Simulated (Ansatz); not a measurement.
## BaS: from a trial structure to a relaxed crystal

Method: DFT PBE, scalar-relativistic, plane waves, PAW in Ansatz 0.2.0. Cutoff 420 eV, Γ-centred k mesh, Gaussian smearing, no spin polarisation in the final step.

The start puts BaS on the zinc blende structure type (F-43m, No. 216), with Ba in place of Zn, at a guessed volume.

```
CELL_PARAMETERS angstrom
0.00000 3.28682 3.28682
3.28682 0.00000 3.28682
3.28682 3.28682 0.00000
ATOMIC_POSITIONS crystal
Ba 0.00000 0.00000 0.00000
S 0.75000 0.75000 0.75000
```

Cell and atoms relax at zero pressure; the relaxation can't lower the symmetry of the start. After a coarse first stage the cell is made exact in the group found at 0.06 Å.

The zero of energy is the elements' standard structures at the same level; no fitted shifts are applied.

(1) Which crystal results?

(2) What are its volume, energy, density and gap?

## Answers

(1) It keeps F-43m (No. 216). The result has the zinc blende structure. Conventional cell: a = 7.035 Å. Around Ba lie 4 S at 3.05 Å; S has 4 Ba at 3.05 Å.

```xyz
2
Lattice="0.0000 3.5175 3.5175 3.5175 0.0000 3.5175 3.5175 3.5175 0.0000" Properties=species:S:1:pos:R:3 pbc="T T T"
Ba    0.0000    0.0000    0.0000
S     5.2763    5.2763    5.2763
```

(2) The volume per atom is 43.52 Å³, the density is 3.23 g/cm³ and the energy over the elements is -1.904 eV/atom. The gap on the 6×6×6 mesh is 2.75 eV.

The final run used a 6×6×6 mesh on its 2-atom cell and 0.02 eV smearing. A structure relaxed within its symmetry needn't be a true minimum.

Cost: 3 runs of about 0.19 core-minutes in all, on Arm Neoverse V2 (shared hosts).